### Three programs agree on diamond's band gap and miss the measured one. What is their agreement worth?

I have collected calculations of the band gap of diamond, all on the same crystal cell.

Band gap of diamond from ABINIT 10.8.3, FLEUR MaX-R8.1 (later development tree) and GPAW 26.7.0, with semilocal DFT or Hartree–Fock, on one fixed two-atom cell without spin polarisation. Each computed gap is the lowest empty minus the highest filled level on the k-mesh. The measured gap is 5.5 eV, from the optical absorption edge of a bulk crystal (arXiv:2306.06972).

```
                                program  functional    how the value is got                      potentials or basis  wave cutoff (eV)    k-mesh  computed band gap (eV)  computed less measured (eV)
                      ABINIT 10.8.3 (1)      PBEsol  Kohn-Sham, on the mesh  PseudoDojo NC SR PBEsol v0.4.1 standard              1116  13x13x13                   4.053                        -1.45
FLEUR MaX-R8.1 (later development tree)         LDA  Kohn-Sham, on the mesh                             all electron               n/a  13x13x13                   4.113                        -1.39
                      ABINIT 10.8.3 (2)         LDA  Kohn-Sham, on the mesh     PseudoDojo NC SR LDA v0.4.1 standard              1116  13x13x13                   4.151                        -1.35
                      ABINIT 10.8.3 (3)         LDA  Kohn-Sham, on the mesh      PseudoDojo NC SR LDA v0.4 stringent              1116  13x13x13                   4.151                        -1.35
                            GPAW 26.7.0      PBE+D3  Kohn-Sham, on the mesh                            SG15 ONCV 1.2              1100  13x13x13                   4.187                        -1.31
                      ABINIT 10.8.3 (4)         PBE  Kohn-Sham, on the mesh      PseudoDojo NC SR PBE v0.5 stringent              1116  13x13x13                   4.200                        -1.30
                      ABINIT 10.8.3 (5)         PBE  Kohn-Sham, on the mesh      PseudoDojo NC SR PBE v0.4 stringent              1007  10x10x10                   4.229                        -1.27
                      ABINIT 10.8.3 (6)          HF  Kohn-Sham, on the mesh                         SPMS NC PBE v1.0               816     8x8x8                   12.56                         7.06
```

Seven of the eight values sit close together, well below the measured gap, and the Hartree–Fock (HF) value lies far above it. Should I trust the seven because they agree? Why does Hartree–Fock go wrong in the other direction? Two smaller things also puzzle me: PBEsol comes out lowest, and two PBE runs of the same program differ.

### Answer

Three sizes are worth remembering here. Changing the program, and with it the treatment of the atomic cores, moves this gap by hundredths of an eV. Changing among LDA, PBE and PBEsol moves it by up to about 0.15 eV. All three functionals miss the measured gap by more than 1 eV, and Hartree–Fock overshoots it by 7 eV. The agreement therefore shows that the programs solve the same equations alike, and the large error comes from the theory they share.

**How well the programs agree**

The LDA rows give the cleanest comparison. FLEUR treats every electron, while ABINIT replaces the atomic cores by a smooth potential, yet on the same mesh their gaps differ by only 0.038 eV. ABINIT's shortfall against the measured gap is about 36 times as large. The two ABINIT rows with LDA have the same total energy and the same gap on the mesh, so they count as one result here. Their gaps along a band path, which the table does not use, differ by less than 0.002 eV. With PBE on the same mesh, GPAW and ABINIT differ by 0.013 eV. The D3 term in the GPAW row adds a dispersion energy but leaves the levels of a fixed cell unchanged.

The small difference between programs still matters when functionals are ranked. Within ABINIT, going from LDA to PBE raises the gap by 0.049 eV, hardly more than the step from FLEUR to ABINIT. An ordering by hundredths of an eV therefore needs at least one program, one mesh and one family of potentials. Even then, each functional has its own potential with its own small error.

**Why the seven values are too small**

The band gap is the energy needed to take an electron out of the crystal, less the energy gained when an electron is added to it. LDA, PBE and PBEsol are called semilocal: all electrons move in one shared potential, whose exchange and correlation part at each point depends only on the density there and, except in LDA, on how fast it varies. Such a potential is designed to give good densities and total energies. The distance between its highest filled and lowest empty level is a different quantity from the gap.

Exact theory shows what separates the two. When an electron is added to an insulator, the exact shared potential jumps upwards by a constant, and this jump is part of the gap. The potentials of LDA, PBE and PBEsol change smoothly and have no jump. Theory puts most of the shortfall down to this missing jump. Errors in the semilocal potential itself also play a part, and these runs cannot separate the two. Since all three functionals lack the jump, exchanging one for another recovers little.

**Why Hartree–Fock is too large**

The table labels every row "Kohn-Sham", but the last row holds Hartree–Fock levels. These do stand for removing or adding an electron. Around an electron in a filled level, the exchange term takes away the repulsion of charge that adds up to one whole electron, which lowers the level strongly. For an empty level the charge taken away adds up to zero, so the lowering is much smaller. This opens a wide gap. The flaw is that the other electrons do not rearrange around the added or missing charge. Letting the orbitals relax is not expected to cure this in a crystal, because a charge spread over all cells barely disturbs the average field. The local response is a correlation effect, which Hartree–Fock leaves out.

An ion in a non-polar liquid such as hexane shows what this response does. The electron clouds of the molecules shift in response to the ion, which lowers its energy whether it is positive or negative. With frozen molecules, both kinds of ion would look too costly. In diamond, the missing electron and the added one play the parts of the two ions, and the crystal's response to them narrows the gap. The comparison stops there, because in diamond both charges spread over many atoms, while the molecules of a liquid can also move.

This response is called screening, and in diamond it weakens the interaction between charges by a factor of roughly six (a rough recalled value). The measured gap lies 0.16 of the way from the PBE value to the Hartree–Fock value, also about one sixth. The similarity fits the idea that only a screened part of the exchange survives, but a single ratio is no proof, and allowing for the motion of the atoms, described below, would raise it somewhat. The Hartree–Fock run also used a potential made for PBE, a lower cutoff (too low for a reliable stress), a coarser mesh and a reduced sampling of the exchange, so 12.56 eV is not a precise limit of that theory.

The same reasoning gives a rule for other insulators: the more easily the electrons of a crystal shift in response to a charge, the smaller the part of the Hartree–Fock exchange that survives. Two kinds of method that close much of the remaining error use this idea. Many hybrid functionals mix in a fixed fraction of the exchange, the same for every crystal, while the GW method computes the screening itself.

**What the measured value contains**

The measured 5.5 eV was read out of the cited paper by a program, which can go wrong, but it agrees with the long-established gap of diamond. It belongs to a crystal whose atoms vibrate even at the lowest temperature. In diamond this motion lowers the gap by a few tenths of an eV (again a rough recalled size), whereas the calculations hold the atoms still. An optical edge also contains the attraction between the excited electron and the hole it leaves, which lowers it a little further. A fair comparison would therefore make the semilocal shortfall larger than the table lists and the Hartree–Fock excess slightly smaller.

There is also a tempting false agreement. If the electron must keep its wave vector, the same semilocal runs give direct gaps between 5.55 and 5.63 eV, close to the measured number. But diamond's lowest gap is indirect, and the measured edge belongs to that one. The match is a coincidence between two different quantities.

**Why PBEsol comes out lowest**

PBEsol has weaker gradient corrections than PBE, so a value between LDA and PBE might seem natural. However, the corrections to exchange and to correlation oppose each other, and PBEsol does not weaken them in the same proportion. Nothing then forces its gap to lie in between.

The runs do show where the lowering happens. In ABINIT, PBEsol lies 0.147 eV below PBE for the lowest gap, but only 0.061 eV below it for the direct gap. Both gaps start from the same filled level, so the change depends on which empty state is involved. The direct gap is 5.560 eV with LDA, 5.564 eV with PBEsol and 5.624 eV with PBE. The first two are too close to rank, so PBEsol comes out clearly lowest only for the indirect gap. Perhaps the lowest empty state has more of its density where the gradient corrections differ most, but these runs do not test that. Nor can a single PBEsol run show how much its potential adds to the lowering.

**Why the two PBE runs of ABINIT differ**

This comes mainly from the mesh. The highest filled level is at Γ, the centre of the space of wave vectors, and both meshes contain that point. The lowest empty level lies in a valley on the line from Γ to X, a point on the zone boundary. A mesh catches the bottom of this valley only if one of its points happens to fall there.

The size of the effect follows from the shape of the valley. In the FLEUR run with LDA, the lowest empty band has energies of 16.250, 16.181 and 16.344 eV at 0.625, 0.750 and 0.875 of the way to X. Let u be the distance from the middle point, in steps of 0.125. The parabola through the three points then rises above the middle energy by

(16.344 − 16.250)/2 · u + (16.250 + 16.344 − 2 · 16.181)/2 · u² = 0.047 u + 0.116 u² (in eV)

- The 13x13x13 mesh has its nearest point at 10/13 of the way, so u = 0.154 and the rise is 0.010 eV.
- The 10x10x10 mesh has its nearest point at 8/10 of the way, so u = 0.4 and the rise is 0.037 eV.

The coarser mesh should therefore give a gap larger by 0.027 eV, and the two PBE rows differ by 0.029 eV. Neither row was used to draw the parabola. As a check, FLEUR's own 13x13x13 mesh finds its lowest empty level at 16.189 eV. That is a slightly smaller rise above the middle point than the parabola gives, so the last digit of these estimates is uncertain. The estimate does borrow the valley's shape from LDA, and the two runs also differ in cutoff and in the version of their potentials. Those differences probably matter little here. The direct gap, whose levels lie at Γ on both meshes, changes by only 0.001 eV. A part of the total energy that is fixed by the potential and the cell is also identical in both runs, which suggests that the carbon potential did not change between the versions.

Even the finer mesh misses the bottom of the valley, by an estimated 0.01 to 0.02 eV. That is roughly a hundredth of the PBE shortfall, so a better mesh would tidy the digits and leave the real error in place. Better need not mean denser: an 8x8x8 mesh has a point at 6/8 of the way, nearer to the bottom than any point of the two PBE meshes. The printed output below lists the comparisons behind these figures.

Numerical output:

```
Lowest and direct gaps in eV:
                                      row  lowest gap  direct gap
                        ABINIT 10.8.3 (1)       4.053       5.564
  FLEUR MaX-R8.1 (later development tree)       4.113       5.549
                        ABINIT 10.8.3 (2)       4.151        5.56
                        ABINIT 10.8.3 (3)       4.151        5.56
                              GPAW 26.7.0       4.187       5.599
                        ABINIT 10.8.3 (4)         4.2       5.624
                        ABINIT 10.8.3 (5)       4.229       5.626
                        ABINIT 10.8.3 (6)       12.56       14.98
smallest semilocal shortfall against the measured gap in eV: 1.27
largest semilocal shortfall against the measured gap in eV: 1.45
spread of all semilocal gaps in eV: 0.176
LDA gap of ABINIT less FLEUR on the same mesh in eV: 0.038
PBE gap of ABINIT less GPAW on the same mesh in eV: 0.013
LDA shortfall of ABINIT divided by its difference from FLEUR: 35.51
PBE less LDA gap in ABINIT in eV: 0.049
PBE less PBEsol gap in ABINIT in eV: 0.147
PBE less PBEsol direct gap in ABINIT in eV: 0.06068
Hartree-Fock gap divided by measured gap: 2.283
part of the way from PBE to Hartree-Fock at which the measured gap lies: 0.1556
PBE gap on 10x10x10 less 13x13x13 mesh in eV: 0.029
the same difference for the direct gap in eV: 0.001128
place of the conduction minimum as part of the way from Gamma to X: 0.7247
estimated rise of the gap from 13x13x13 to 10x10x10 mesh in eV: 0.02734
estimated excess of the gap on the 13x13x13 mesh over the true minimum in eV: 0.01471
```
